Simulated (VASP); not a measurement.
Si:

```
Si
1.0
     0.00000    2.72185    2.72185
     2.72185    0.00000    2.72185
     2.72185    2.72185    0.00000
Si
2
Direct
  0.50000 0.50000 0.50000
  0.75000 0.75000 0.75000
```

* Program: VASP 6.6.1
* Task: relaxation of cell and atoms
* Functional: LDA
* Potentials or basis: VASP PAW LDA potentials, release 64 (Si)
* Cutoff: 600 eV
* k mesh: 8 × 8 × 8
* Occupations: fermi-dirac, width 0.05 eV
* Spin: no spin polarisation

At the start: pressure -2.1 GPa; volume 20.16 Å³/atom.

Q: Where does the relaxation end?

A: Over 3 steps the energy falls by 3.0 meV/atom and the volume is 19.72 Å³/atom (-2.2 %); space group Fd-3m (No. 227, to 0.05 Å).

Step by step:
| step | energy change (eV) | largest force (eV/Å) | pressure (GPa) | volume (Å³) |
| --- | --- | --- | --- | --- |
| 1 | 0.0000 | 0.0000 | -2.07 | 40.33 |
| 2 | -0.0030 | 0.0000 | 1.54 | 38.83 |
| 3 | -0.0059 | 0.0000 | 0.00 | 39.44 |

Final structure:
```
CELL_PARAMETERS angstrom
0.00000 2.70158 2.70158
2.70158 0.00000 2.70158
2.70158 2.70158 0.00000
ATOMIC_POSITIONS crystal
Si 0.50000 0.50000 0.50000
Si 0.75000 0.75000 0.75000
```
